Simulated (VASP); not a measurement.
Crystal: Ti.

```
CELL_PARAMETERS angstrom
3.75649 0.00000 0.00000
-1.87825 3.25322 0.00000
0.00000 0.00000 4.26187
ATOMIC_POSITIONS crystal
Ti 0.22540 0.00000 0.33333
Ti 0.00000 0.22540 0.66667
Ti 0.77460 0.77460 0.00000
```

The cell was built by a generator and needn't be a form met in nature.

| Item | Value |
| --- | --- |
| Program | VASP 6.6.1 |
| Task | relaxation of cell and atoms |
| Functional | PBEsol |
| Potentials or basis | VASP PAW PBE potentials, release 64 (Ti_sv) |
| Cutoff | 600 eV |
| k mesh | 6 × 6 × 4 |
| Occupations | gaussian, width 0.1 eV |
| Spin | no spin polarisation |

At the start: pressure 3.3 GPa; volume 17.36 Å³/atom.

Question: Where does the relaxation end?

Answer: Over 31 steps the energy falls by 1415.9 meV/atom and the volume is 15.89 Å³/atom (-8.5 %); space group R-3m (No. 166, to 0.05 Å).

The path:
```csv
step,energy change (eV),largest force (eV/Å),pressure (GPa),volume (Å³)
1,0.0000,2.5309,3.28,52.08
2,-0.7986,2.2326,-1.88,54.80
3,-1.4009,0.2255,-12.04,63.53
4,-1.6091,0.1212,-10.46,60.90
5,-1.9777,0.4282,-2.23,53.25
6,-1.9812,0.4851,-1.32,52.68
7,-2.2727,0.5366,0.60,51.12
8,-3.2887,0.3901,9.70,45.58
9,1.9608,1.0862,155.04,30.45
10,-3.3882,0.3141,12.80,44.63
11,-2.7564,0.0362,43.75,38.14
12,-3.4329,0.1624,23.95,41.78
13,-3.4715,0.2183,20.80,42.48
14,-3.5293,0.1683,20.44,42.59
15,-3.6499,0.0363,20.71,42.86
16,-3.7210,0.0937,19.42,43.09
17,-3.7064,0.9850,19.65,42.26
18,-3.7410,0.2193,18.62,43.08
19,-3.9612,0.7038,16.44,42.83
20,-3.9262,0.8780,16.94,42.59
21,-3.9572,0.8178,16.51,42.69
22,-4.0981,0.6322,10.67,44.17
23,-4.2299,0.3261,0.89,47.37
24,-4.2326,0.2888,-0.33,47.87
25,-4.2326,0.2809,-0.56,47.97
26,-4.2360,0.2481,-0.53,47.92
27,-4.2435,0.1518,-0.30,47.75
28,-4.2460,0.0196,0.40,47.41
29,-4.2470,0.0354,0.19,47.53
30,-4.2476,0.0185,0.08,47.59
31,-4.2478,0.0019,-0.07,47.66
```

Final structure:
```yaml
crystal:
  lattice:
    - [4.83020, 0.00000, 0.00000]
    - [-2.41510, 4.18308, 0.00000]
    - [0.00000, 0.00000, 2.35870]
  atoms:
    - { symbol: Ti, position: [0.33339, 0.00000, 0.33333] }
    - { symbol: Ti, position: [0.00000, 0.33339, 0.66667] }
    - { symbol: Ti, position: [0.66661, 0.66661, 0.00000] }
```

Caveat: the k mesh is coarse (spacing up to 0.37 Å⁻¹), so the values aren't converged; the PAW data sets were made with another functional, which shifts forces and pressure a little.
